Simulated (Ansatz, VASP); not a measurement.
One calculation of Pd, two programs

File INCAR:

```
  PREC = Accurate
  ENCUT = 520
  EDIFF = 1E-6
  ISMEAR = -1
  SIGMA = 0.05
  LREAL = F
  LASPH = T
  NELM = 100
  ALGO = Normal
  ISIF = 2
  LWAVE = F
  LCHARG = F
  GGA = CA
  NBANDS = 11
```

Contents of KPOINTS:

```
Automatic mesh
0
Gamma
  12 12 12
```

POSCAR

```
Pd
1.0
   -1.5617284606      1.5617284606      1.5617284606
    1.5617284606     -1.5617284606      1.5617284606
    1.5617284606      1.5617284606     -1.5617284606
Pd
1
Direct
    0.0000000000      0.0000000000      0.0000000000
```

input.yaml

```yaml
crystal:
  lattice:
    - [-1.5617284606, 1.5617284606, 1.5617284606]
    - [1.5617284606, -1.5617284606, 1.5617284606]
    - [1.5617284606, 1.5617284606, -1.5617284606]
  atoms:
    - { symbol: Pd, position: [0.0, 0.0, 0.0] }
kpoints:
  mp_grid: { grid: [12, 12, 12] }
scf:
  occupations: { method: fermi_dirac, width: 0.05 }
hamiltonian:
  xc: lda
  pseudopotentials: { kind: all_electron, lapw: { basis_error: 0.001 } }
output:
  forces: true
  stress: true
  eigenvalues: true
```

Change from the starting cell: volume scaled by 0.98.

Alike in both runs: task single point; functional LDA; k mesh 12 × 12 × 12; occupations fermi-dirac, width 0.05 eV; no spin polarisation.

|  | VASP | Ansatz |
| --- | --- | --- |
| version | VASP 6.6.1 | Ansatz 0.2.0 |
| potentials or method | VASP PAW LDA potentials, release 64 (Pd) | all-electron LAPW, scalar-relativistic |
| plane-wave cutoff (eV) | 520 | see its input |

Ansatz gave:

```
gap on the k mesh at the Fermi level (eV) : none
pressure (GPa)                            : -12.4
```

**Question.** What did VASP give for the same quantities?

**Answer.** gap on the k mesh at the Fermi level (eV): none; pressure (GPa): -12.2.

A gap of «none» marks a metal or a gap that the smearing closes. Ansatz ran all-electron here, so the differences hold the error of VASP's frozen core and of both bases.
